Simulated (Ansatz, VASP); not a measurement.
## Cross-check of AlN (AlN (P6_3mc)) between VASP and Ansatz

One calculation is typed for both programs; each brings its own data sets. How far apart do they land? The cell is taken from a series of runs on this material, whose earlier steps may have relaxed, scaled, displaced or heated it; both programs get it as it stands.

Calculated with Ansatz 0.2.0; plane waves, with VASP 6.6.1 beside it; single point at HSE06 form with 20 % exact exchange with an exact-exchange share of 0.2.

## Step 1: The structure

The structure is hexagonal, space group P6_3mc (No. 186). The conventional cell has a = 3.114 Å, b = 3.114 Å, c = 4.984 Å, α = 90.00°, β = 90.00°, γ = 120.00°. Nearest to Al lie 4 N at 1.89 to 1.90 Å. Nearest to N lie 4 Al at 1.89 to 1.90 Å. Farther neighbours and most contacts between anions are not listed.

As a file:

```
Al N
1.0
    -4.67041    2.69646    4.98368
     4.67041   -2.69646    4.98368
     1.55680    2.69646   -4.98368
Al N
8 8
Direct
  0.41621 0.08283 0.00000
  0.41621 0.58283 0.50000
  0.91621 0.08283 0.50000
  0.91621 0.58283 0.00000
  0.33283 0.16621 0.50000
  0.33283 0.66621 0.00000
  0.83283 0.16621 0.00000
  0.83283 0.66621 0.50000
  0.10708 0.27388 0.50000
  0.10708 0.77388 0.00000
  0.60708 0.27388 0.00000
  0.60708 0.77388 0.50000
  0.02388 0.35708 0.00000
  0.02388 0.85708 0.50000
  0.52388 0.35708 0.50000
  0.52388 0.85708 0.00000
```

## Step 2: Ansatz: single point, HSE06 form with 20 % exact exchange with an exact-exchange share of 0.2

Ansatz runs on its PAW soft_1 files.

With cell and atoms fixed, the geometry can't cause a difference; cores, projectors, grids and the points listed under the comparison can.

input.yaml

```yaml
crystal:
  lattice:
    - [-4.670411061748, 2.696463026972, 4.9836768]
    - [4.670411061748, -2.696463026972, 4.9836768]
    - [1.556803651748, 2.696463078991, -4.9836768]
  atoms:
    - { symbol: Al, position: [0.4162135683222, 0.08282765179014, 5.435822672717e-18] }
    - { symbol: Al, position: [0.4162135683222, 0.5828276517901, 0.5] }
    - { symbol: Al, position: [0.9162135683222, 0.08282765179014, 0.5] }
    - { symbol: Al, position: [0.9162135683222, 0.5828276517901, 7.14129044942e-17] }
    - { symbol: Al, position: [0.3328276517901, 0.1662135683222, 0.5] }
    - { symbol: Al, position: [0.3328276517901, 0.6662135683222, -2.113758169572e-16] }
    - { symbol: Al, position: [0.8328276517901, 0.1662135683222, 1.216910904303e-16] }
    - { symbol: Al, position: [0.8328276517901, 0.6662135683222, 0.5] }
    - { symbol: "N", position: [0.1070811458083, 0.2738776340793, 0.5] }
    - { symbol: "N", position: [0.1070811458083, 0.7738776340793, -2.974143932547e-16] }
    - { symbol: "N", position: [0.6070811458083, 0.2738776340793, 9.116366536406e-17] }
    - { symbol: "N", position: [0.6070811458083, 0.7738776340793, 0.5] }
    - { symbol: "N", position: [0.02387763407928, 0.3570811458083, -1.361139048561e-16] }
    - { symbol: "N", position: [0.02387763407928, 0.8570811458083, 0.5] }
    - { symbol: "N", position: [0.5238776340793, 0.3570811458083, 0.5] }
    - { symbol: "N", position: [0.5238776340793, 0.8570811458083, -1.256479742659e-16] }
basis:
  ecutwfc: 420.0
  ecutrho_ratio: 4
  xc_grid: 2
  fft_grid_basis: typed
  precision: f64
kpoints:
  mp_grid: { grid: [2, 2, 2], shift: [0.25, 0.25, 0.25] }
  band_path: { path: [VBM, CBM], npoints: 1 }
hamiltonian:
  xc: { preset: hse06, exx: 0.2 }
  pseudopotentials:
    kind: paw
    azcp:
      folder: soft_1
      "N": "soft_1/N.paw.azcp"
      Al: "soft_1/Al.paw.azcp"
scf:
  max_iter: 60
  occupations: { method: fixed }
output:
  forces: true
checkpoint:
  write: "../host.a20.run"
  compress: false
  write_wavefunctions: true
  write_every: 100000
```

On the command line:

```console
$ ansatz run input.yaml --threads 32 --pin off --max-ram 84787MiB --backend cuda --events-out ev --progress --plain --runs-dir out --max-vram 78GiB
```

Numbers of over 12 decimals in the logs are rounded to 6 here.

What it wrote:

```text
Warning: kpoints.mp_grid.shift: disabling space-group detection — at a shift other than 0 and half a step a hybrid functional's run that is held to the crystal's symmetry can end above its lowest state, and by default nothing tells of it, so the full k-mesh is solved, and no spatial operation symmetrises the density, except that the density of a phonon batch's undisplaced supercell is averaged over the supercell's ow
Engine: ansatz 0.2.0, aarch64-unknown-linux-gnu
Pseudopotentials: kind: paw
Pseudopotential: Al, paw, valence charge 3, recommended cutoff 420 eV (normal), soft_1/Al.paw.azcp
Pseudopotential: N, paw, valence charge 5, recommended cutoff 420 eV (normal), soft_1/N.paw.azcp
Functional definition: unnamed
  parameter a_1 = 0.2
  parameter omega_1 = 0.207870/angstrom
  exchange = pbe_x + (-a_1)*pbe_x_sr(omega_1) + a_1*exact_x_sr(omega_1)
  correlation = pbe_c
davidson cushion auto → on  (no smearing: the cushion is to keep the highest requested band from converging to the state above it; pin scf.eigensolver.cushion to override)
[...]
Crystal: 16 atoms, lattice volume = 167.366 Å³
Basis set: ecut = 420 eV, 3277 PW (Γ), exchange–correlation on 100×100×80 points (8 copies of the dense FFT grid, shifted against one another)
Bands: 48, of which v1, the nominal top of the filled ones, is band 32 counted from 1 (31 counted from 0)
Symmetry: 1 space group operations
k-points: 8
Non-local potential: Al, projectors of the file, l = 0: 2, l = 1: 2, l = 2: 1
Non-local potential: N, projectors of the file, l = 0: 2, l = 1: 2, l = 2: 1
PAW form: soft (Blöchl's): semilocal exchange-correlation on the pseudo side does not see the compensation charge
PAW frozen core: Al, regenerated for the run's functional, and the local potential with it (the file was generated under x = pbe(κ = 0.804, μ = 0.219515), c = pbe(β = 0.066725))
PAW frozen core: N, regenerated for the run's functional, and the local potential with it (the file was generated under x = pbe(κ = 0.804, μ = 0.219515), c = pbe(β = 0.066725))
PAW one-centre angular grid: Al, 110 points (default); XC on 64 Gauss nodes
PAW one-centre angular grid: N, 110 points (default); XC on 64 Gauss nodes
Initial density: superposition of atomic densities (chi_scale 0.1, normalization cell, long waves kept (reshape's long-wave potential 0.00 eV rms))
Initial wavefunctions: pseudopotential atomic-orbital guess
[...]
Functional: x = pbe(κ = 0.804, μ = 0.219515), c = pbe(β = 0.066725), warm-up for x = pbe(κ = 0.804, μ = 0.219515) + 0.2 (exact − pbe) at short range (hse, ω = 0.207870 Å⁻¹), c = pbe(β = 0.066725)
SCF iter   1: F=—  HF=-7405.614442 eV  |Δ(HF+E_count)|=         —  Δρ=1.39e-1  dr2=3.94e1  Hψ=1478
preconditioner: auto → none  [insulator: Δε(μ)=6.435 eV  Ē_g=14.258 eV  n_scr=34 (ndim 8)  ℏωp=23.0 eV  f_vac=0.000]
SCF iter   2: F=—  HF=-7395.718372 eV  |Δ(HF+E_count)|=    9.90e0  Δρ=7.63e-2  dr2=5.82e0  Hψ=1104
[...]
SCF iter   5: F=-7394.055124 eV  HF=-7394.055983 eV  |Δ(HF+E_count)|=   1.94e-3  Δρ=1.31e-3  dr2=1.26e-3  Hψ=1263
SCF 1 stopped early in 5 iterations: F = -7394.055124 eV  dr2 = 1.26e-3
  greatest PAW one-centre occupation: 0.790 electrons in one spin orbital (limit 2), on the N atom at site 13 (counted from 0), in its partial waves of l = 0
[...]
Exchange kernel: α = 0.2000, screened, ω = 0.2079 Å⁻¹, Wigner–Seitz truncation, v(0) = 960.0235 eV·Å³, q-mesh 2×2×2, nearest image of the exchange supercell L = 11.75 Å, pair-density grid 25×25×24, without the augmentation charges, whose exchange is taken in its separable form by FFT convolution over the k-point mesh (sized by the pseudopotential files, 32×40×32 at the most), smooth part of the exact exchange by dens
Frozen-core exchange: fock
SCF iter   1: F=—  HF=-7397.008113 eV  |Δ(HF+E_count)|=         —  Δρ=4.10e-3  dr2=1.86e-2  Hψ=1827
preconditioner: auto → none  [insulator: Δε(μ)=6.525 eV  Ē_g=14.726 eV  n_scr=34 (ndim 8)  ℏωp=23.0 eV  f_vac=0.000]
SCF iter   2: F=—  HF=-7397.002756 eV  |Δ(HF+E_count)|=   5.36e-3  Δρ=1.98e-3  dr2=3.46e-3  Hψ=858
[...]
SCF iter   7: F=-7397.013161 eV  HF=-7397.013161 eV  |Δ(HF+E_count)|=   1.93e-6  Δρ=5.36e-6  dr2=6.53e-7  Hψ=1012
SCF 2 stopped early in 7 iterations: F = -7397.013161 eV  dr2 = 6.53e-7
  Residual-converged pass: ⟨swp⟩=3.0  Hψ=976  notcnv=0  max |occ|·‖R‖ = 2.8e-6 eV (tolerance 6.7e-6 eV)  dr2=6.50e-7  dr2_onsite=4.75e-9  max |Δocc| = 0.0e0
  greatest PAW one-centre occupation: 0.790 electrons in one spin orbital (limit 2), on the N atom at site 10 (counted from 0), in its partial waves of l = 0
hybrid outer 1: dexx = +1.191e-2 eV, tail = 1.08e-5 eV
[...]
Exchange kernel: α = 0.2000, screened, ω = 0.2079 Å⁻¹, Wigner–Seitz truncation, v(0) = 960.0235 eV·Å³, q-mesh 2×2×2, nearest image of the exchange supercell L = 11.75 Å, pair-density grid 25×25×24, without the augmentation charges, whose exchange is taken in its separable form by FFT convolution over the k-point mesh (sized by the pseudopotential files, 32×40×32 at the most), smooth part of the exact exchange by dens
Frozen-core exchange: fock
SCF iter   1: F=—  HF=-7397.013074 eV  |Δ(HF+E_count)|=         —  Δρ=1.36e-5  dr2=2.16e-7  Hψ=1009
[...]
SCF iter   2: F=—  HF=-7397.013074 eV  |Δ(HF+E_count)|=   1.34e-7  Δρ=7.34e-6  dr2=6.44e-8  Hψ=1268
SCF iter   3: F=-7397.013074 eV  HF=-7397.013074 eV  |Δ(HF+E_count)|=   2.32e-9  Δρ=2.84e-6  dr2=9.08e-9  Hψ=848
SCF 3 converged in 3 iterations: F = -7397.013074 eV  dr2 = 9.08e-9
  Residual-converged pass: ⟨swp⟩=3.0  Hψ=976  notcnv=0  max |occ|·‖R‖ = 5.8e-7 eV (tolerance 1.3e-6 eV)  dr2=8.30e-9  dr2_onsite=1.02e-9  max |Δocc| = 0.0e0
[...]
hybrid outer 2: dexx = +9.717e-8 eV, tail = 2.17e-8 eV, Δε = 6.64e-4 eV (about 3.10e-5 eV left of the loop's levels), ΔF = 2.55e-4 eV/Å (tail 1.82e-4)
[...]
NSCF: frozen V_eff on 216 k-points, pencils in batches of 32, up to order 212
[...]
NSCF: frozen V_eff on 216 k-points, pencils in batches of 32, up to order 212
[...]
NSCF: frozen V_eff on 164 k-points, pencils in batches of 32, up to order 212
[...]
NSCF: frozen V_eff on 16 k-points
[...]
NSCF: frozen V_eff on 48 k-points, pencils in batches of 32, up to order 212
[...]
NSCF: frozen V_eff on 32 k-points, pencils in batches of 32, up to order 212
[...]
NSCF: frozen V_eff on 20 k-points, pencils in batches of 32, up to order 212
[...]
NSCF: frozen V_eff on 48 k-points, pencils in batches of 32, up to order 212
[...]
NSCF: frozen V_eff on 16 k-points
[...]
NSCF: frozen V_eff on 4 k-points
[...]
NSCF: frozen V_eff on 32 k-points, pencils in batches of 32, up to order 212
[...]
NSCF: frozen V_eff on 16 k-points
[...]
NSCF: frozen V_eff on 4 k-points
[...]
NSCF: frozen V_eff on 32 k-points, pencils in batches of 32, up to order 212
[...]
NSCF: frozen V_eff on 16 k-points
[...]
NSCF: frozen V_eff on 4 k-points
[...]
NSCF: frozen V_eff on 10 k-points
[...]
NSCF: frozen V_eff on 2 k-points
hybrid SCF converged: 2 outer / 10 inner (+5 warm-up), last move |dexx| = 9.72e-8 eV, tail = 2.17e-8 eV
Stability not checked: this state was not tested for a lower state beside it, because the functional holds exact exchange (a hybrid, or Hartree-Fock), whose exchange loop this test does not read (fock_operator; see scf.lower_state_search)
Free energy (F): -7397.013074 eV
Frozen-core exchange: fock
Harris-Foulkes:  -7397.013074 eV  (|F-HF|=4.87e-10)
Internal energy: -7397.013074 eV  (E = F + TS)
E sigma→0 (E₀):  -7397.013074 eV
Fermi energy:    6.163760 eV
--- Per-component energies (eV) ---
  E_band       = 48.221746
  E_kinetic    = 1256.044402
  E_local      = -1682.444833  (includes V_loc(G=0)·N_el)
  E_nonlocal   = 349.736015
  E_hartree    = 623.827511
  E_xc         = -673.242400
  E_vxc        = -722.796203  (∫ρ·V_xc dr)
  E_exx        = -114.633242  (= α·E_x^exact, valence–valence)
  E_paw        = -4789.927501  (= ΣΔE_a)
  E_vpaw       = -170.708837  (= ΣTr[D̂ρ^β])
  E_aug_tail   = 0.006889  (compensation charges beyond the density's cutoff)
  E_ewald      = -2365.949552
  E_core_change = -0.430350  (= ΣΔE_core)
  E_smearing   = -0.000000  (= −TS)
  E_closure    = -0.000012  (closes the sum)
  Σ components = -7397.013074   (vs F -7397.013074, Δ=0.00e0)
--- Forces (eV/Å), atoms counted from 1 ---
  atom   1  Al     0.00978601    -0.00565990     0.00495330
  atom   2  Al     0.00980085    -0.00567099     0.00495868
  atom   3  Al     0.00980319    -0.00563730     0.00495952
  atom   4  Al     0.00978353    -0.00562943     0.00496472
  atom   5  Al    -0.00979603     0.00563620     0.00496076
  atom   6  Al    -0.00979146     0.00564460     0.00496554
  [... 10 more lines of this table ...]
  max |Σ_I F_I| component: 8.50e-6 eV/Å
--- Band table (eV; the first three rows and the last of 8) ---
  k-point 0: bands = ["-9.2973", "-8.2562", "-8.2562", "-7.6883", "-7.6883", "-7.5365", "-7.5092", "-7.2240", "0.9180", "1.1467", "1.3366", "1.3366", "1.8493", "1.8493", "2.1301", "2.3454", "3.6605", 
  k-point 1: bands = ["-9.2973", "-8.2562", "-8.2562", "-7.6883", "-7.6883", "-7.5365", "-7.5092", "-7.2240", "0.9180", "1.1467", "1.3366", "1.3366", "1.8493", "1.8493", "2.1301", "2.3454", "3.6605", 
  k-point 2: bands = ["-9.6866", "-8.3515", "-7.7187", "-7.6926", "-7.6926", "-7.3747", "-7.3747", "-7.1905", "0.4888", "0.6099", "0.6099", "1.0142", "1.0421", "1.0421", "2.1110", "2.6399", "3.6071", 
  k-point 7: bands = ["-8.8604", "-8.6186", "-8.6186", "-8.1366", "-7.4169", "-7.2852", "-7.2377", "-7.2377", "1.0139", "1.2857", "1.4520", "1.4520", "1.8421", "2.2293", "2.2293", "2.3530", "2.8560", 
  guard bands above this table: 5 of the run's 48 bands. The solve was not asked for them (output.publish_guard_bands: true or output.eigenvalues: true publishes all)
```

Reading the cycles: dr2 is the Hartree energy of the density residual (eV), the measure of convergence; HF is the Harris–Foulkes estimate of the energy, which meets the free energy F at convergence.

[end of part 1 of 2]

[Lines on the potential files, build, host, timing and source positions are cut from VASP's logs without a mark.]

[Logs are printed without paths, hosts, clocks, repeated set-up lines and the standing remarks that a program may print on its own settings, such as how far it seeks lower states.]

[Hosts, paths, dates, database ids (printed as entryN), source tags and the programs' standing remarks are cut or masked in the printed files.]
